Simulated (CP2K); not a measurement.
A run of CP2K 2026.2:

Contents of zn_scf.inp:

```
&GLOBAL
  PROJECT zn_scf
  RUN_TYPE ENERGY_FORCE
  PRINT_LEVEL LOW
&END GLOBAL
&FORCE_EVAL
  METHOD QS
  STRESS_TENSOR ANALYTICAL
  &DFT
    BASIS_SET_FILE_NAME BASIS_MOLOPT_UZH
    POTENTIAL_FILE_NAME POTENTIAL_UZH
    &MGRID
      CUTOFF 450
      REL_CUTOFF 60
      NGRIDS 5
    &END MGRID
    &QS
      METHOD GPW
      EPS_DEFAULT 1.0E-10
    &END QS
    &KPOINTS
      SCHEME MONKHORST-PACK 12 12 12
      GAMMA_CENTERED T
      SYMMETRY T
      SYMMETRY_BACKEND SPGLIB
    &END KPOINTS
    &SCF
      SCF_GUESS ATOMIC
      EPS_SCF 1.0E-6
      MAX_SCF 100
      ADDED_MOS 8
      CHOLESKY OFF
      EPS_EIGVAL 1.0E-7
      &DIAGONALIZATION ON
        ALGORITHM STANDARD
      &END DIAGONALIZATION
      &MIXING ON
        METHOD BROYDEN_MIXING
        ALPHA 0.4
        BETA 1.5
        NBUFFER 8
      &END MIXING
      &SMEAR ON
        METHOD FERMI_DIRAC
        ELECTRONIC_TEMPERATURE [K] 580.226
      &END SMEAR
    &END SCF
    &XC
      &XC_FUNCTIONAL
        &GGA_X_PBE_SOL
        &END GGA_X_PBE_SOL
        &GGA_C_PBE_SOL
        &END GGA_C_PBE_SOL
      &END XC_FUNCTIONAL
    &END XC
    &PRINT
      &KPOINTS ON
      &END KPOINTS
      &MULLIKEN ON
      &END MULLIKEN
      &MO ON
        ENERGIES T
        OCCUPATION_NUMBERS T
        &EACH
          QS_SCF 0
        &END EACH
        ADD_LAST NUMERIC
      &END MO
      &LOWDIN ON
      &END LOWDIN
      &HIRSHFELD ON
        SHAPE_FUNCTION DENSITY
      &END HIRSHFELD
    &END PRINT
  &END DFT
  &SUBSYS
    &CELL
      A 2.6650696277 0.0000000000 0.0000000000
      B -0.9167072464 2.5744092566 0.0000000000
      C -0.8329494743 -1.4849707855 2.2520263372
      PERIODIC XYZ
    &END CELL
    &COORD
      SCALED
      Zn  0.0197600000 -0.0046890000 0.0109340000
    &END COORD
    &KIND Zn
      BASIS_SET TZVP-MOLOPT-PBE-GTH-q12
      POTENTIAL GTH-PBE-q12
    &END KIND
    &PRINT
      &ATOMIC_COORDINATES ON
      &END ATOMIC_COORDINATES
      &CELL ON
      &END CELL
    &END PRINT
  &END SUBSYS
  &PRINT
    &FORCES ON
    &END FORCES
    &STRESS_TENSOR ON
    &END STRESS_TENSOR
  &END PRINT
&END FORCE_EVAL
```

Potentials or basis: POTENTIAL_UZH Zn GTH-PBE-q12; TZVP-MOLOPT-PBE-GTH basis.

Command:

```console
$ OMP_NUM_THREADS=1 cp2k.psmp -i zn_scf.inp -o zn_scf.out
```

Hardware: 1 thread of Intel(R) Xeon(R) 6975P-C (Granite Rapids), on a shared host.

Task: Estimate the wall time of this run.

Result: It took 3.8 min on 1 thread of Intel(R) Xeon(R) 6975P-C (Granite Rapids), on a shared host, peak memory 0.49 GiB. Counts: scf iterations 11, k points 868, basis 34, bands 14, force evaluations 1.
